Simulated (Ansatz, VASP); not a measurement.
Given: the input of a run of VASP 6.6.1 on ZrS2.

File INCAR:

```
SYSTEM = ZrS2
  ALGO = Normal
  EDIFF = 1E-7
  ENCUT = 520
  GGA = PE
  ISIF = 2
  ISMEAR = -1
  LASPH = .True.
  LCHARG = .False.
  LREAL = .False.
  LWAVE = .False.
  NBANDS = 19
  NELM = 100
  PREC = Accurate
  SIGMA = 0.05
```

The input KPOINTS:

```
k-points
0
Gamma
  8 8 5
  0 0 0
```

The input POSCAR:

```
ZrS2
1.0
    3.6666074238      0.0000000000      0.0000000000
   -1.8333037119      3.1753751747      0.0000000000
    0.0000000000      0.0000000000      6.0005316473
Zr S
1 2
Direct
    0.0000000000      0.0000000000      0.0000000000
    0.3333333333      0.6666666667      0.2379099700
    0.6666666667      0.3333333333      0.7620900300
```

Potentials or basis: VASP PAW PBE potentials, release 64 (Zr_sv, S).

Launch:

```console
$ cat potpaw_PBE.64/Zr_sv/POTCAR potpaw_PBE.64/S/POTCAR > POTCAR
$ mpirun -np 1 vasp_std > vasp.out
```

Question: Translate it to Ansatz 0.2.0. Potentials there: Ansatz PAW.

Answer: As run (the cutoff follows the program's own potentials):

File input.yaml:

```yaml
crystal:
  lattice:
    - [3.6666074238, 0.0, 0.0]
    - [-1.8333037119, 3.1753751747, 0.0]
    - [0.0, 0.0, 6.0005316473]
  atoms:
    - { symbol: Zr, position: [0.0, 0.0, 0.0] }
    - { symbol: S, position: [0.3333333333, 0.6666666667, 0.23790997] }
    - { symbol: S, position: [0.6666666667, 0.3333333333, 0.76209003] }
hamiltonian:
  xc: pbe
  pseudopotentials: { kind: paw }
kpoints:
  mp_grid: { grid: [8, 8, 5] }
scf:
  occupations: { method: fermi_dirac, width: 0.05 }
output:
  forces: true
  stress: true
  eigenvalues: true
```

Potentials or basis: Ansatz PAW.

Command:

```bash
$ ansatz run input.yaml --threads 1 --pin off --max-ram 3584MiB --backend cpu --events-out ev --progress --plain --runs-dir out
```

Both were run:

|  | VASP | Ansatz | Ansatz less VASP |
| --- | --- | --- | --- |
| gap on the k mesh at the Fermi level (eV) | 1.04 | 1.04 | -0.002 |
| least direct gap on the mesh (eV) | 1.66 | 1.65 | -0.007 |
| pressure (GPa) | 2.3 | 2.4 | +0.03 |
| largest component of the traceless stress (GPa) | 0.51 | 0.48 | -0.032 |
| rms of the force components (eV/Å) | 0.136 | 0.133 | -0.0031 |

Atom by atom the forces differ by 0.003 eV/Å (rms over components).

Caveats: this functional lacks dispersion, which binds the layers, so the pressure and a relaxed spacing across them are unreliable; an odd mesh through Γ misses points on the zone boundary, where band edges often lie (VASP); odd divisions of the mesh miss points on the zone boundary, where band edges often lie, so the gap on the mesh can be too wide (Ansatz).
